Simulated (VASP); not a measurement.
# BeS (I-4m2) in VASP: a series of runs

One crystal, BeS, is run at these levels: PBE, r2SCAN; tasks: single point.

All numbers are computed with VASP 6.6.1; they aren't measurements. Logs are shortened: lines on timing, memory, paths and dates and some standing lists are left out, and cuts for length are marked.

### Step 1. The cell of the first run

It takes space group I-4m2 (No. 119, tetragonal). The conventional cell has a = 3.372 Å, b = 3.372 Å, c = 4.943 Å, α = 90.00°, β = 90.00°, γ = 90.00°. Be (site symmetry -4m2) has 4 S at 2.09 Å as nearest neighbours. Around S (site symmetry -4m2) lie 4 Be at 2.09 Å.

The cell was built by a generator and needn't be a form met in nature.

### Step 2. Single point, PBE (epitaxial_xy strain -2.0%)

The input, INCAR:

```
  ALGO = Normal
  EDIFF = 1E-6
  ENCUT = 520
  GGA = PE
  ISIF = 2
  ISMEAR = -1
  LASPH = True
  LCHARG = True
  LELF = True
  LREAL = False
  LVHAR = True
  LWAVE = False
  NBANDS = 11
  NELM = 100
  PREC = Accurate
  SIGMA = 0.02
```

The input, KPOINTS:

```
k-points
0
Gamma
  10 10 10
```

The input, POSCAR:

```
BeS
1.0
    0.0000000000      2.3846463833      2.4716747915
    2.3846463833      0.0000000000      2.4716747915
    2.3846463833      2.3846463833      0.0000000000
Be S
1 1
Direct
    0.0000000000      0.0000000000      0.0000000000
    0.2500000000      0.2500000000      0.2500000000
```

Potentials or basis: VASP PAW PBE potentials, release 64 (Be, S).

Run with:

```
$ cat potpaw_PBE.64/Be/POTCAR potpaw_PBE.64/S/POTCAR > POTCAR
$ mpirun -np 1 vasp_std > vasp.out
```

OUTCAR:

```text
EDIFF = 1E-6
   ENCUT = 520
   GGA = PE
   ISIF = 2
   ISMEAR = -1
   LASPH = True
   LREAL = False
   NELM = 100
   PREC = Accurate

 ion  position               nearest neighbor table
   1  0.000  0.000  0.000-   2 2.09   2 2.09   2 2.09   2 2.09
   2  0.250  0.250  0.250-   1 2.09   1 2.09   1 2.09   1 2.09

  LATTYP: Found a body centered tetragonal cell.
 ALAT       =     3.3723992567
 C/A-ratio  =     1.4658257243

  Lattice vectors:

 A1 = (  -2.3846463833,   0.0000000000,   2.4716747915)
 A2 = (   2.3846463833,   0.0000000000,   2.4716747915)
 A3 = (   0.0000000000,   2.3846463833,  -2.4716747915)

Analysis of symmetry for initial positions (statically):
=====================================================================
 Subroutine PRICEL returns:
 Original cell was already a primitive cell.

 Routine SETGRP: Setting up the symmetry group for a
 body centered tetragonal supercell.

 Subroutine GETGRP returns: Found  8 space group operations
 (whereof  8 operations were pure point group operations)
 out of a pool of 16 trial point group operations.

The static configuration has the point symmetry D_2d.

Analysis of symmetry for dynamics (positions and initial velocities):
=====================================================================
 Subroutine PRICEL returns:
 Original cell was already a primitive cell.

 Routine SETGRP: Setting up the symmetry group for a
 body centered tetragonal supercell.

 Subroutine GETGRP returns: Found  8 space group operations
 (whereof  8 operations were pure point group operations)
 out of a pool of 16 trial point group operations.

The dynamic configuration has the point symmetry D_2d.

 Subroutine INISYM returns: Found  8 space group operations
 (whereof  8 operations are pure point group operations),
 and found     1 'primitive' translations

----------------------------------------------------------------------------------------

                                     Primitive cell

  volume of cell :      28.1105

  direct lattice vectors                    reciprocal lattice vectors
     0.000000000  2.384646383  2.471674791    -0.209674694  0.209674694  0.202291985
     2.384646383  0.000000000  2.471674791     0.209674694 -0.209674694  0.202291985
     2.384646383  2.384646383  0.000000000     0.209674694  0.209674694 -0.202291985

  length of vectors
     3.434488994  3.434488994  3.372399257     0.358955431  0.358955431  0.358955431

  position of ions in fractional coordinates (direct lattice)
     0.000000000  0.000000000  0.000000000
     0.250000000  0.250000000  0.250000000

[... 81 lines left out ...]
   NFREE  =      0    steps in history (QN), initial steepest desc. (CG)
   ISIF   =      2    stress and relaxation
   ISYM   =      2    0-nonsym 1-usesym 2-fastsym
   POTIM  = 0.5000    time-step for ionic-motion
   TEBEG  =    0.0;   TEEND  =   0.0 temperature during run
   PSTRESS=    0.0 pullay stress
   NELECT =       8.0000    total number of electrons
   NUPDOWN=      -1.0000    fix difference up-down
   EMIN   =  10.00;   EMAX   =-10.00  energy-range for DOS
   EFERMI =   0.00;   METHOD = LEGACY
   ISMEAR =    -1;   SIGMA  =   0.02  broadening in eV -4-tet -1-fermi 0-gaus
   EFERMI_NEDOS =   21; number of points for ismear=-14 and -15
   IALGO  =     38    algorithm
   IMIX   =      4    mixing-type and parameters
     AMIX     =   0.40;   BMIX     =  1.00
     AMIX_MAG =   1.60;   BMIX_MAG =  1.00
  volume/ion in A,a.u.               =      14.06        94.85
  Fermi-wavevector in a.u.,A,eV,Ry     =   1.076833  2.034919 15.776901  1.159570
  Thomas-Fermi vector in A             =   2.212728
   LORBIT       =      0    0 simple, 1 ext, 2 COOP (PROOUT), +10 PAW based schemes
   GGA     = PE    functional components
   LHFCALC =     F    Hartree Fock is set to
   AEXX    =    0.0000 exact exchange contribution
   IVDW    =     0    specifies the selected vdW correction
   LEPSILON=     F    determine dielectric tensor
   LRPA    =     F    only Hartree local field effects (RPA)
 non-spin polarized calculation
  energy-cutoff  :      520.00
  volume of cell :       28.11
 maximum number of plane-waves:       776
 NGX is ok and might be reduce to    28
   NGX = 13   NGY = 13   NGZ = 13

 number of electron       8.0000000 magnetization

 Free energy of the ion-electron system (eV)
  ---------------------------------------------------
  ext. energy  EPLUGINS =         0.00000000
  ---------------------------------------------------
  free energy    TOTEN  =        -9.99755090 eV

  energy without entropy =       -9.99755090  energy(sigma->0) =       -9.99755090

 E-fermi :   4.7937     XC(G=0):  -9.7921

 val. band max:        4.3967439997   @ k =   0.0000   0.0000   0.0000
 cond. band min:       7.3136569668   @ k =   0.5000   0.0000   0.5000
 fundamental gap:      2.9169129670
 Fermi energy:         4.7937090876

 k-point     1 :       0.0000    0.0000    0.0000
  band No.  band energies     occupation
      1      -9.4631      2.00000
      2       4.1895      2.00000
      3       4.3967      2.00000
      4       4.3967      2.00000
      5       9.9842      0.00000
      6       9.9842      0.00000
      7      10.0325      0.00000
      8      10.3292      0.00000
      9      16.7384      0.00000
     10      17.5728      0.00000
     11      19.3179      0.00000
[... 309 lines left out ...]
 k-point    24 :       0.4000    0.3000    0.0000
  band No.  band energies     occupation
      1      -7.9087      2.00000
      2       0.0040      2.00000
      3       1.9270      2.00000
      4       2.2752      2.00000
      5       8.5413      0.00000
      6      10.3576      0.00000
      7      14.4978      0.00000
      8      14.7024      0.00000
      9      17.9987      0.00000
     10      19.8782      0.00000
     11      21.0832      0.00000

 [... further k-points ...]
[... 5 lines left out ...]
  --------------------------------------------------------------------------------------
  -------------------------------------------------------------------------------------
  Total        0.7466085      0.7466085      0.0901196      0.0000000      0.0000000      0.0000000
  in kB       42.5533931     42.5533931      5.1364189      0.0000000      0.0000000      0.0000000
  external PRESSURE =      30.0810684 kB  Pullay stress =       0.0000000 kB

 VOLUME and BASIS-vectors are now :
 -----------------------------------------------------------------------------
  energy-cutoff  :      520.00
  volume of cell :       28.11
      direct lattice vectors                 reciprocal lattice vectors
     0.000000000  2.384646383  2.471674791    -0.209674694  0.209674694  0.202291985
     2.384646383  0.000000000  2.471674791     0.209674694 -0.209674694  0.202291985
     2.384646383  2.384646383  0.000000000     0.209674694  0.209674694 -0.202291985

 POSITION                                       TOTAL-FORCE (eV/Angst)
 -----------------------------------------------------------------------------------
      0.00000      0.00000      0.00000         0.000000      0.000000     -0.000000
      1.19232      1.19232      1.23584        -0.000000     -0.000000      0.000000
 -----------------------------------------------------------------------------------
    total drift:                               -0.000000     -0.000000      0.000000

  FREE ENERGIE OF THE ION-ELECTRON SYSTEM (eV)
  ---------------------------------------------------
  free  energy   TOTEN  =        -9.9975509026 eV

  energy  without entropy=       -9.9975509026  energy(sigma->0) =       -9.99755090
```

OSZICAR:

```text
N       E                     dE             d eps       ncg     rms          rms(c)
DAV:   1     0.201537542918E+02    0.20154E+02   -0.38654E+03  2244   0.627E+02
DAV:   2    -0.901152504247E+01   -0.29165E+02   -0.28111E+02  2937   0.117E+02
DAV:   3    -0.101731194321E+02   -0.11616E+01   -0.11594E+01  2979   0.234E+01
DAV:   4    -0.101799663746E+02   -0.68469E-02   -0.68459E-02  2739   0.207E+00
DAV:   5    -0.101800232915E+02   -0.56917E-04   -0.56916E-04  2921   0.187E-01    0.579E+00
DAV:   6    -0.100396414670E+02    0.14038E+00   -0.11548E-01  2623   0.165E+00    0.393E+00
DAV:   7    -0.999626954564E+01    0.43372E-01   -0.12392E-01  2743   0.186E+00    0.985E-01
DAV:   8    -0.999742252245E+01   -0.11530E-02   -0.66043E-03  2894   0.425E-01    0.150E-01
DAV:   9    -0.999751097099E+01   -0.88449E-04   -0.49893E-04  2734   0.142E-01    0.308E-02
DAV:  10    -0.999754456837E+01   -0.33597E-04   -0.64636E-05  2779   0.442E-02    0.988E-03
DAV:  11    -0.999755066375E+01   -0.60954E-05   -0.16587E-05  2724   0.218E-02    0.837E-03
DAV:  12    -0.999755090260E+01   -0.23885E-06   -0.36456E-07  2060   0.438E-03
   1 F= -.99975509E+01 E0= -.99975509E+01  d E =-.408864E-11
```

Wall time 18 s (1 thread of Intel Xeon Platinum 8559C (Emerald Rapids), shared host); peak memory 0.16 GiB.

Results:

```yaml
Free_energy: -9.9976 eV
Pressure: 3.0 GPa
Band_gap_on_the_k_mesh: 2.92 eV, indirect (least direct gap 5.59 eV)
```

Stress tensor (GPa, compression positive):
```
4.26 0.00 0.00
0.00 4.26 0.00
0.00 0.00 0.51
```

Levels at points of the mesh, in eV from the valence-band top:
```csv
k point,band 1,band 2,band 3,band 4,band 5,band 6,band 7,band 8,band 9
"(0.00, 0.00, 0.00)",-13.86,-0.21,0.00,0.00,5.59,5.59,5.64,5.93,12.34
"(0.50, 0.00, 0.00)",-12.21,-5.95,-1.29,-0.95,5.36,6.44,6.65,11.22,14.76
"(0.50, 0.50, 0.00)",-11.77,-5.32,-2.56,-2.56,3.21,5.06,12.82,12.82,15.37
"(0.50, 0.00, 0.50)",-11.59,-5.08,-2.88,-2.82,2.92,4.73,12.67,12.86,15.80
```

A k mesh can miss the band edges.

### Step 3. Single point, r2SCAN (epitaxial_xy strain -2.0%)

POSCAR is that of step 2.

The input, INCAR.step1:

```
SYSTEM = BeS
ALGO     = Normal         ! electronic algorithm
EDIFF    = 1E-4           ! SCF threshold, eV
ENCUT    = 520            ! plane-wave cutoff, eV
GGA      = PE             ! functional
ISMEAR   = 0              ! smearing method
LASPH    = .True.         ! aspherical terms in the spheres
LCHARG   = .False.        ! write CHGCAR
LREAL    = .False.        ! projectors in reciprocal space
LWAVE    = .True.         ! write WAVECAR
NBANDS   = 11             ! bands
NELM     = 60             ! most SCF steps
PREC     = Accurate       ! precision mode
SIGMA    = 0.01           ! smearing width, eV
```

The input, INCAR.step2:

```
SYSTEM = BeS
ALGO     = Normal         ! electronic algorithm
EDIFF    = 1E-6           ! SCF threshold, eV
ENCUT    = 520            ! plane-wave cutoff, eV
ISIF     = 2              ! what is computed and relaxed
ISMEAR   = 0              ! smearing method
ISTART   = 1            
LASPH    = .True.         ! aspherical terms in the spheres
LCHARG   = .False.        ! write CHGCAR
LMIXTAU  = .True.       
LREAL    = .False.        ! projectors in reciprocal space
LWAVE    = .False.        ! write WAVECAR
METAGGA  = R2SCAN         ! meta-GGA
NBANDS   = 11             ! bands
NELM     = 60             ! most SCF steps
PREC     = Accurate       ! precision mode
SIGMA    = 0.01           ! smearing width, eV
```

The input, KPOINTS:

```
k-points
0
Gamma
  10 10 10
  0 0 0
```

Potentials or basis: VASP PAW PBE potentials, release 64 (Be, S).

Run with:

```
$ cat potpaw_PBE.64/Be/POTCAR potpaw_PBE.64/S/POTCAR > POTCAR
$ cp INCAR.step1 INCAR
$ mpirun -np 1 vasp_std > vasp.out
$ cp INCAR.step2 INCAR
$ mpirun -np 1 vasp_std > vasp.out
```

Wall time 94 s (1 thread of Intel Xeon Platinum 8559C (Emerald Rapids), shared host); peak memory 0.17 GiB.

The run converged. Its results:

```
Free energy            : -14.7713 eV
Pressure               : 2.9 GPa
Band gap on the k mesh : 3.37 eV, indirect (least direct gap 6.17 eV)
```

Stress tensor (GPa, compression positive):
```
4.22 0.00 0.00
0.00 4.22 0.00
0.00 0.00 0.35
```

Levels at points of the mesh, in eV from the valence-band top:
| k point | band 1 | band 2 | band 3 | band 4 | band 5 | band 6 | band 7 | band 8 |
| --- | --- | --- | --- | --- | --- | --- | --- | --- |
| (0.00, 0.00, 0.00) | -14.47 | -0.22 | 0.00 | 0.00 | 6.17 | 6.17 | 6.21 | 6.74 |
| (0.50, 0.00, 0.00) | -12.75 | -6.13 | -1.33 | -0.97 | 5.96 | 7.01 | 7.24 | 12.08 |
| (0.50, 0.50, 0.00) | -12.29 | -5.50 | -2.63 | -2.63 | 3.67 | 5.53 | 13.91 | 13.91 |
| (0.50, 0.00, 0.50) | -12.10 | -5.26 | -2.97 | -2.90 | 3.37 | 5.19 | 13.69 | 13.98 |

Caveat: the PAW data sets were made with another functional, which shifts forces and pressure a little. A k mesh can miss the band edges.
